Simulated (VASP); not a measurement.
# Zn (Fm-3m) in VASP: notebook

One crystal, Zn, is run at these levels: BLYP; tasks: single point, relaxation of cell and atoms.

All numbers are computed with VASP 6.6.1; they aren't measurements. Logs are shortened: lines on timing, memory, paths and dates and some standing lists are left out, and cuts for length are marked.

**1. The crystal as given**

It takes space group Fm-3m (No. 225, cubic). The conventional cell has a = 4.063 Å, b = 4.063 Å, c = 4.063 Å, α = 90.00°, β = 90.00°, γ = 90.00°. Zn (site symmetry m-3m) has 12 Zn at 2.87 Å as nearest neighbours.

This isn't the form of Zn at room conditions, which is hcp.

**2. Single point, BLYP**

The input, INCAR:

```
PREC     = Accurate       # precision mode
ENCUT    = 520            # plane-wave cutoff, eV
EDIFF    = 1E-6           # SCF threshold, eV
ISMEAR   = -1             # smearing method
SIGMA    = 0.1            # smearing width, eV
LREAL    = F              # projectors in reciprocal space
LASPH    = T              # aspherical terms in the spheres
NELM     = 100            # most SCF steps
ALGO     = Normal         # electronic algorithm
ISIF     = 2              # what is computed and relaxed
LWAVE    = F              # write WAVECAR
LCHARG   = F              # write CHGCAR
GGA      = B5             # functional
ALDAX    = 1.0          
AGGAX    = 1.0          
AGGAC    = 1.0          
ALDAC    = 0.0          
NBANDS   = 12             # bands
```

The input, KPOINTS:

```
Automatic mesh
0
Gamma
  22 22 22
```

The input, POSCAR:

```
Zn
1.0
    0.0000000000      2.0312724690      2.0312724690
    2.0312724690      0.0000000000      2.0312724690
    2.0312724690      2.0312724690      0.0000000000
Zn
1
Direct
    0.0000000000      0.0000000000      0.0000000000
```

Potentials or basis: VASP PAW PBE potentials, release 64 (Zn).

Run with:

```
$ cat potpaw_PBE.64/Zn/POTCAR > POTCAR
$ mpirun -np 1 vasp_std > vasp.out
```

OUTCAR:

```text
PREC = Accurate
   ENCUT = 520
   EDIFF = 1E-6
   ISMEAR = -1
   LREAL = F
   LASPH = T
   NELM = 100
   ISIF = 2
   GGA = B5

 ion  position               nearest neighbor table
   1  0.000  0.000  0.000-

  LATTYP: Found a face centered cubic cell.
 ALAT       =     4.0625449380

  Lattice vectors:

 A1 = (   0.0000000000,   2.0312724690,   2.0312724690)
 A2 = (   2.0312724690,   0.0000000000,   2.0312724690)
 A3 = (   2.0312724690,   2.0312724690,   0.0000000000)

Analysis of symmetry for initial positions (statically):
=====================================================================
 Subroutine PRICEL returns:
 Original cell was already a primitive cell.

 Routine SETGRP: Setting up the symmetry group for a
 face centered cubic supercell.

 Subroutine GETGRP returns: Found 48 space group operations
 (whereof 48 operations were pure point group operations)
 out of a pool of 48 trial point group operations.

The static configuration has the point symmetry O_h .

Analysis of symmetry for dynamics (positions and initial velocities):
=====================================================================
 Subroutine PRICEL returns:
 Original cell was already a primitive cell.

 Routine SETGRP: Setting up the symmetry group for a
 face centered cubic supercell.

 Subroutine GETGRP returns: Found 48 space group operations
 (whereof 48 operations were pure point group operations)
 out of a pool of 48 trial point group operations.

The dynamic configuration has the point symmetry O_h .

 Subroutine INISYM returns: Found 48 space group operations
 (whereof 48 operations are pure point group operations),
 and found     1 'primitive' translations

----------------------------------------------------------------------------------------

                                     Primitive cell

  volume of cell :      16.7623

  direct lattice vectors                    reciprocal lattice vectors
     0.000000000  2.031272469  2.031272469    -0.246151123  0.246151123  0.246151123
     2.031272469  0.000000000  2.031272469     0.246151123 -0.246151123  0.246151123
     2.031272469  2.031272469  0.000000000     0.246151123  0.246151123 -0.246151123

  length of vectors
     2.872653075  2.872653075  2.872653075     0.426346252  0.426346252  0.426346252

  position of ions in fractional coordinates (direct lattice)
     0.000000000  0.000000000  0.000000000

  ion indices of the primitive-cell ions
   primitive index   ion index
                 1           1

----------------------------------------------------------------------------------------

 KPOINTS: Automatic mesh

Automatic generation of k-mesh.
 Grid dimensions read from file:
 generate k-points for:   22   22   22

 Generating k-lattice:

  Cartesian coordinates                     Fractional coordinates (reciprocal lattice)
    -0.011188687  0.011188687  0.011188687     0.045454545  0.000000000  0.000000000
     0.011188687 -0.011188687  0.011188687     0.000000000  0.045454545  0.000000000
     0.011188687  0.011188687 -0.011188687     0.000000000  0.000000000  0.045454545

  Length of vectors
     0.019379375  0.019379375  0.019379375

  Shift w.r.t. Gamma in fractional coordinates (k-lattice)
     0.000000000  0.000000000  0.000000000

 Subroutine IBZKPT returns following result:
 ===========================================

 Found    328 irreducible k-points:

 Following reciprocal coordinates:
            Coordinates               Weight
  0.000000  0.000000  0.000000      1.000000
  0.045455  0.000000  0.000000      8.000000
  0.090909  0.000000  0.000000      8.000000
  0.136364  0.000000  0.000000      8.000000
  0.181818  0.000000  0.000000      8.000000
  0.227273  0.000000  0.000000      8.000000
[... 16 lines left out ...]
  0.500000  0.045455  0.000000     24.000000
 -0.454545  0.045455  0.000000     24.000000
 [... further k-points ...]
   k-points           NKPTS =    328   k-points in BZ     NKDIM =    328   number of bands    NBANDS=     12
   number of dos      NEDOS =    301   number of ions     NIONS =      1
   total plane-waves  NPLWV =  13824
   dimension x,y,z NGX =    24 NGY =   24 NGZ =   24
   dimension x,y,z NGXF=    48 NGYF=   48 NGZF=   48
   ions per type =               1
   NGX,Y,Z   is equivalent  to a cutoff of  13.89, 13.89, 13.89 a.u.
   NGXF,Y,Z  is equivalent  to a cutoff of  27.78, 27.78, 27.78 a.u.
 SYSTEM =  unknown system
   PREC   = accura    normal or accurate (medium, high low for compatibility)
   ISTART =      0    job   : 0-new  1-cont  2-samecut
   ICHARG =      2    charge: 1-file 2-atom 10-const
   ISPIN  =      1    spin polarized calculation?
   LNONCOLLINEAR =      F non collinear calculations
   LSORBIT =      F    spin-orbit coupling
   LASPH  =      T    aspherical Exc in radial PAW
   ENCUT  =  520.0 eV  38.22 Ry    6.18 a.u.   5.34  5.34  5.34*2*pi/ulx,y,z
   NELM   =    100;   NELMIN=  2; NELMDL= -5     # of ELM steps
   EDIFF  = 0.1E-05   stopping-criterion for ELM
   LREAL  =      F    real-space projection
   EDIFFG = 0.1E-04   stopping-criterion for IOM
   NSW    =      0    number of steps for IOM
   IBRION =     -1    ionic relax: 0-MD 1-quasi-New 2-CG
   NFREE  =      0    steps in history (QN), initial steepest desc. (CG)
   ISIF   =      2    stress and relaxation
   ISYM   =      2    0-nonsym 1-usesym 2-fastsym
   POTIM  = 0.5000    time-step for ionic-motion
   TEBEG  =    0.0;   TEEND  =   0.0 temperature during run
   PSTRESS=    0.0 pullay stress
   NELECT =      12.0000    total number of electrons
   NUPDOWN=      -1.0000    fix difference up-down
   EMIN   =  10.00;   EMAX   =-10.00  energy-range for DOS
   EFERMI =   0.00;   METHOD = LEGACY
   ISMEAR =    -1;   SIGMA  =   0.10  broadening in eV -4-tet -1-fermi 0-gaus
   EFERMI_NEDOS =   21; number of points for ismear=-14 and -15
   IALGO  =     38    algorithm
   IMIX   =      4    mixing-type and parameters
     AMIX     =   0.40;   BMIX     =  1.00
     AMIX_MAG =   1.60;   BMIX_MAG =  1.00
  volume/ion in A,a.u.               =      16.76       113.12
  Fermi-wavevector in a.u.,A,eV,Ry     =   1.464503  2.767510 29.181372  2.144770
  Thomas-Fermi vector in A             =   2.580472
   LORBIT       =      0    0 simple, 1 ext, 2 COOP (PROOUT), +10 PAW based schemes
   GGA     = B5    functional components
   LHFCALC =     F    Hartree Fock is set to
   AEXX    =    0.0000 exact exchange contribution
   IVDW    =     0    specifies the selected vdW correction
   LEPSILON=     F    determine dielectric tensor
   LRPA    =     F    only Hartree local field effects (RPA)
 non-spin polarized calculation
  energy-cutoff  :      520.00
  volume of cell :       16.76
 maximum number of plane-waves:       465
 NGX is ok and might be reduce to    24
   NGX = 11   NGY = 11   NGZ = 11

 number of electron      12.0000002 magnetization

 Free energy of the ion-electron system (eV)
  ---------------------------------------------------
  ext. energy  EPLUGINS =         0.00000000
  ---------------------------------------------------
  free energy    TOTEN  =        -0.34498353 eV

  energy without entropy =       -0.33338823  energy(sigma->0) =       -0.33918588

 E-fermi :   2.8219     XC(G=0): -10.5133

 val. band max:        2.7949143254   @ k =   0.4545   0.0455   0.0000
 cond. band min:       2.8345569500   @ k =  -0.4091   0.2727   0.0000
 fundamental gap:      0.0396426246
 Fermi energy:         2.8219364845

 k-point     1 :       0.0000    0.0000    0.0000
  band No.  band energies     occupation
      1      -6.6855      2.00000
      2      -4.6907      2.00000
      3      -4.6907      2.00000
      4      -4.6907      2.00000
      5      -4.3798      2.00000
      6      -4.3798      2.00000
      7      19.5314      0.00000
      8      19.5314      0.00000
      9      19.5314      0.00000
     10      21.3913      0.00000
     11      22.7959      0.00000
     12      22.7959      0.00000

 k-point     2 :       0.0455    0.0000    0.0000
  band No.  band energies     occupation
      1      -6.6273      2.00000
      2      -4.6945      2.00000
      3      -4.6846      2.00000
      4      -4.6846      2.00000
      5      -4.3815      2.00000
      6      -4.3815      2.00000
      7      18.5656      0.00000
      8      19.3652      0.00000
      9      19.3652      0.00000
     10      21.0120      0.00000
     11      23.0540      0.00000
     12      23.0540      0.00000

 k-point     3 :       0.0909    0.0000    0.0000
  band No.  band energies     occupation
      1      -6.4547      2.00000
      2      -4.7035      2.00000
      3      -4.6680      2.00000
      4      -4.6680      2.00000
      5      -4.3851      2.00000
      6      -4.3851      2.00000
      7      16.6552      0.00000
      8      18.9785      0.00000
      9      18.9785      0.00000
     10      20.8341      0.00000
     11      23.7086      0.00000
     12      23.7086      0.00000
[... 286 lines left out ...]
 k-point    23 :       0.5000    0.0455    0.0000
  band No.  band energies     occupation
      1      -5.2264      2.00000
      2      -4.6977      2.00000
      3      -4.6813      2.00000
      4      -4.1672      2.00000
      5      -4.1404      2.00000
      6       0.3862      2.00000
      7       1.4713      2.00000
      8      16.1905      0.00000
      9      16.3991      0.00000
     10      19.2301      0.00000
     11      21.3895      0.00000
     12      22.1703      0.00000

 k-point    24 :      -0.4545    0.0455    0.0000
  band No.  band energies     occupation
      1      -5.2247      2.00000
      2      -4.6953      2.00000
      3      -4.6813      2.00000
      4      -4.1620      2.00000
      5      -4.1519      2.00000
      6       0.0179      2.00000
      7       1.8774      1.99984
      8      15.9705      0.00000
      9      16.6376      0.00000
     10      19.3887      0.00000
     11      21.2013      0.00000
     12      22.1593      0.00000

 [... further k-points ...]
[... 5 lines left out ...]
  --------------------------------------------------------------------------------------
  -------------------------------------------------------------------------------------
  Total        0.0339009      0.0339009      0.0339009      0.0000000     -0.0000000      0.0000000
  in kB        3.2403181      3.2403181      3.2403181      0.0000000     -0.0000000      0.0000000
  external PRESSURE =       3.2403181 kB  Pullay stress =       0.0000000 kB

 VOLUME and BASIS-vectors are now :
 -----------------------------------------------------------------------------
  energy-cutoff  :      520.00
  volume of cell :       16.76
      direct lattice vectors                 reciprocal lattice vectors
     0.000000000  2.031272469  2.031272469    -0.246151123  0.246151123  0.246151123
     2.031272469  0.000000000  2.031272469     0.246151123 -0.246151123  0.246151123
     2.031272469  2.031272469  0.000000000     0.246151123  0.246151123 -0.246151123

 POSITION                                       TOTAL-FORCE (eV/Angst)
 -----------------------------------------------------------------------------------
      0.00000      0.00000      0.00000         0.000000     -0.000000     -0.000000
 -----------------------------------------------------------------------------------
    total drift:                               -0.000000      0.000000     -0.000000

  FREE ENERGIE OF THE ION-ELECTRON SYSTEM (eV)
  ---------------------------------------------------
  free  energy   TOTEN  =        -0.3449835331 eV

  energy  without entropy=       -0.3333882252  energy(sigma->0) =       -0.33918588
```

Run time: 39 s. Hardware: 1 thread of Intel Xeon Platinum 8375C at 2.90GHz (Ice Lake), shared host; peak memory 0.18 GiB.

Results:

```yaml
Free_energy: -0.3450 eV
Pressure: 0.3 GPa
Band_gap_on_the_k_mesh: none (metal or under the smearing width)
```

Levels at points of the mesh, in eV from the Fermi level:
```tsv
k point	band 3	band 4	band 5	band 6	band 7	band 8	band 9	band 10
(0.00, 0.00, 0.00)	-7.51	-7.51	-7.20	-7.20	16.71	16.71	16.71	18.57
(0.50, 0.00, 0.00)	-7.51	-6.96	-6.96	-2.30	-1.61	13.91	13.91	17.29
(0.50, 0.50, 0.00)	-6.98	-6.90	-6.90	-0.64	1.31	7.91	7.91	11.74
```

Caveat: the PAW data sets were made with another functional, which shifts forces and pressure a little.

**3. Single point, BLYP**

This run uses another cell than the first one, of 17.43 Å³/atom, 1.040 times its volume.

The input, INCAR:

```
PREC = Accurate
ENCUT = 520
EDIFF = 1E-7
ISMEAR = -1
SIGMA = 0.1
LREAL = F
LASPH = T
NELM = 80
ALGO = Normal
ISIF = 2
LWAVE = F
LCHARG = F
GGA = B5
ALDAX = 1.0
AGGAX = 1.0
AGGAC = 1.0
ALDAC = 0.0
NBANDS = 12
```

The input, KPOINTS:

```
regular mesh
0
Gamma
  15 15 15
```

The input, POSCAR:

```
Zn
1.0
    0.0000000000      2.0580028037      2.0580028037
    2.0580028037      0.0000000000      2.0580028037
    2.0580028037      2.0580028037      0.0000000000
Zn
1
Direct
    0.0000000000      0.0000000000      0.0000000000
```

Potentials or basis: VASP PAW PBE potentials, release 64 (Zn).

Run with:

```
$ cat potpaw_PBE.64/Zn/POTCAR > POTCAR
$ mpirun -np 1 vasp_std > vasp.out
```

Run time: 16 s. Hardware: 1 thread of Intel Xeon Platinum 8375C at 2.90GHz (Ice Lake), shared host; peak memory 0.15 GiB.

Results (log left out):

* Free energy: -0.3427 eV
* Pressure: -1.2 GPa
* Band gap on the k mesh: none (metal or under the smearing width)

Levels at points of the mesh, in eV from the Fermi level:
| k point | band 4 | band 5 | band 6 | band 7 | band 8 | band 9 |
| --- | --- | --- | --- | --- | --- | --- |
| (0.00, 0.00, 0.00) | -7.41 | -7.12 | -7.12 | 16.21 | 16.21 | 16.21 |

Caveat: the PAW data sets were made with another functional, which shifts forces and pressure a little.

**4. Single point, BLYP**

This run uses another cell than the first one, of 18.77 Å³/atom, 1.120 times its volume.

The input, INCAR:

```
SYSTEM = Zn
PREC = Accurate
ENCUT = 520
EDIFF = 1E-7
ISMEAR = -1
SIGMA = 0.1
LREAL = .False.
LASPH = .True.
NELM = 100
ALGO = Normal
ISIF = 2
LWAVE = .False.
LCHARG = .False.
GGA = B5
ALDAX = 1.0
AGGAX = 1.0
AGGAC = 1.0
ALDAC = 0.0
NBANDS = 12
```

The input, KPOINTS:

```
Automatic mesh
0
Gamma
  15 15 15
  0 0 0
```

The input, POSCAR:

```
Zn
1.0
    0.0000000000      2.1094740629      2.1094740629
    2.1094740629      0.0000000000      2.1094740629
    2.1094740629      2.1094740629      0.0000000000
Zn
1
Direct
    0.0000000000      0.0000000000      0.0000000000
```

Run with:

```
$ cat potpaw_PBE.64/Zn/POTCAR > POTCAR
$ mpirun -np 1 vasp_std > vasp.out
```

Run time: 16 s. Hardware: 1 thread of Intel Xeon Platinum 8375C at 2.90GHz (Ice Lake), shared host; peak memory 0.15 GiB.

The run converged. Its results:

| Item | Value |
| --- | --- |
| Free energy | -0.3239 eV |
| Pressure | -3.2 GPa |
| Band gap on the k mesh | none (metal or under the smearing width) |

Levels at points of the mesh, in eV from the Fermi level:
```tsv
k point	band 3	band 4	band 5	band 6	band 7	band 8	band 9	band 10
(0.00, 0.00, 0.00)	-7.27	-7.27	-7.03	-7.03	15.25	15.25	15.25	17.78
```

Caveat: the PAW data sets were made with another functional, which shifts forces and pressure a little.

**5. Single point, BLYP**

The input, INCAR:

```
SYSTEM = Zn
PREC     = Accurate       ! precision mode
ENCUT    = 520            ! plane-wave cutoff, eV
EDIFF    = 1E-7           ! SCF threshold, eV
ISMEAR   = -1             ! smearing method
SIGMA    = 0.1            ! smearing width, eV
LREAL    = .False.        ! projectors in reciprocal space
LASPH    = .True.         ! aspherical terms in the spheres
NELM     = 60             ! most SCF steps
ALGO     = Fast           ! electronic algorithm
ISIF     = 2              ! what is computed and relaxed
LWAVE    = .False.        ! write WAVECAR
LCHARG   = .False.        ! write CHGCAR
GGA      = B5             ! functional
ALDAX    = 1.0          
AGGAX    = 1.0          
AGGAC    = 1.0          
ALDAC    = 0.0          
NBANDS   = 12             ! bands
```

The input, KPOINTS:

```
Automatic mesh
0
Gamma
  14 14 14
  0 0 0
```

The input, POSCAR:

```
Zn
1.0
    0.0000000000      2.0312724690      2.0312724690
    2.0312724690      0.0000000000      2.0312724690
    2.0312724690      2.0312724690      0.0000000000
Zn
1
Direct
    0.0000000000      0.0000000000      0.0000000000
```

Potentials or basis: VASP PAW PBE potentials, release 64 (Zn).

Run with:

```
$ cat potpaw_PBE.64/Zn/POTCAR > POTCAR
$ mpirun -np 1 vasp_std > vasp.out
```

OUTCAR:

```text
SYSTEM = Zn
   PREC = Accurate
   ENCUT = 520
   EDIFF = 1E-7
   ISMEAR = -1
   LREAL = .False.
   LASPH = .True.
   NELM = 60
   ISIF = 2
   GGA = B5

 ion  position               nearest neighbor table
   1  0.000  0.000  0.000-

  LATTYP: Found a face centered cubic cell.
 ALAT       =     4.0625449380

  Lattice vectors:

 A1 = (   0.0000000000,   2.0312724690,   2.0312724690)
 A2 = (   2.0312724690,   0.0000000000,   2.0312724690)
 A3 = (   2.0312724690,   2.0312724690,   0.0000000000)

Analysis of symmetry for initial positions (statically):
[... 533 lines left out ...]
      7      10.6059      0.00000
      8      14.6755      0.00000
      9      16.3525      0.00000
     10      17.9660      0.00000
     11      21.1781      0.00000
     12      26.9832      0.00000

 [... further k-points ...]
[... 5 lines left out ...]
  --------------------------------------------------------------------------------------
  -------------------------------------------------------------------------------------
  Total        0.0400020      0.0400020      0.0400020      0.0000000     -0.0000000      0.0000000
  in kB        3.8234660      3.8234660      3.8234660      0.0000000     -0.0000000      0.0000000
  external PRESSURE =       3.8234660 kB  Pullay stress =       0.0000000 kB

 VOLUME and BASIS-vectors are now :
 -----------------------------------------------------------------------------
  energy-cutoff  :      520.00
  volume of cell :       16.76
      direct lattice vectors                 reciprocal lattice vectors
     0.000000000  2.031272469  2.031272469    -0.246151123  0.246151123  0.246151123
     2.031272469  0.000000000  2.031272469     0.246151123 -0.246151123  0.246151123
     2.031272469  2.031272469  0.000000000     0.246151123  0.246151123 -0.246151123

 POSITION                                       TOTAL-FORCE (eV/Angst)
 -----------------------------------------------------------------------------------
      0.00000      0.00000      0.00000         0.000000     -0.000000      0.000000
 -----------------------------------------------------------------------------------
    total drift:                               -0.000000      0.000000     -0.000000

  FREE ENERGIE OF THE ION-ELECTRON SYSTEM (eV)
  ---------------------------------------------------
  free  energy   TOTEN  =        -0.3515282315 eV

  energy  without entropy=       -0.3443446726  energy(sigma->0) =       -0.34793645
```

Wall time 16 s (1 thread of Intel Xeon Platinum 8375C at 2.90GHz (Ice Lake), shared host); peak memory 0.15 GiB.

What came out:

```yaml
Free_energy: -0.3515 eV
Pressure: 0.4 GPa
Band_gap_on_the_k_mesh: none (metal or under the smearing width)
```

Caveat: the PAW data sets were made with another functional, which shifts forces and pressure a little.

(Part 1 of 2 ends here.)
